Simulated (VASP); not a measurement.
**Si: relaxation of cell and atoms with optB88-vdW**

Si:

```
CELL_PARAMETERS angstrom
2.62054 0.00000 0.00000
-1.31027 2.26946 0.00000
0.00000 0.00000 2.46635
ATOMIC_POSITIONS crystal
Si 0.00000 0.00000 0.00000
```

This isn't the form of Si at room conditions, which is diamond.

```json
{"Program": "VASP 6.6.1", "Task": "relaxation of cell and atoms", "Functional": "optB88-vdW", "Potentials or basis": "VASP PAW PBE potentials, release 64 (Si)", "Cutoff": "600 eV", "k mesh": "12 × 12 × 11", "Occupations": "fermi-dirac, width 0.05 eV", "Spin": "no spin polarisation", "Further INCAR settings": "ALGO = Normal; EDIFF = 1e-06; IBRION = 2; EDIFFG = -0.02; NSW = 40; ISIF = 3"}
```

```
Relaxed volume                         : 15.51 Å³/atom
Relaxed cell                           : a = 2.666 Å, b = 2.666 Å, c = 2.520 Å, α = 90.00°, β = 90.00°, γ = 120.00°
Space group after relaxing (to 0.05 Å) : P6/mmm (No. 191)
Energy gained by relaxing              : 15.5 meV/atom
Ionic steps                            : 4
Pressure after relaxing                : 0.0 GPa
Band gap on the k mesh                 : none (metal or under the smearing width)
```

Stress tensor (GPa, compression positive):
```
-0.12  0.00  0.00
 0.00 -0.12  0.00
 0.00  0.00  0.20
```

The path:
```csv
step,energy change (eV),largest force (eV/Å),pressure (GPa),volume (Å³)
1,0.0000,0.0000,6.06,14.67
2,-0.0122,0.0000,-2.16,15.88
3,-0.0154,0.0000,0.11,15.48
4,-0.0155,0.0000,-0.01,15.51
```

Final structure:
```
CELL_PARAMETERS angstrom
2.66557 0.00000 0.00000
-1.33278 2.30845 0.00000
0.00000 0.00000 2.52042
ATOMIC_POSITIONS crystal
Si 0.00000 0.00000 0.00000
```

Levels at points of the mesh, in eV from the Fermi level:
```csv
k point,band 1,band 2,band 3,band 4,band 5,band 6
"(0.00, 0.00, 0.00)",-13.57,7.47,7.49,9.77,9.77,12.23
"(0.50, 0.00, 0.00)",-7.45,-6.34,4.95,6.62,11.95,14.87
```

Run time: 35 s on 1 thread of AMD EPYC 9R45 (Zen 5), on a shared host, peak memory 0.21 GiB.

Caveat: the PAW data sets were made with another functional, which shifts forces and pressure a little.
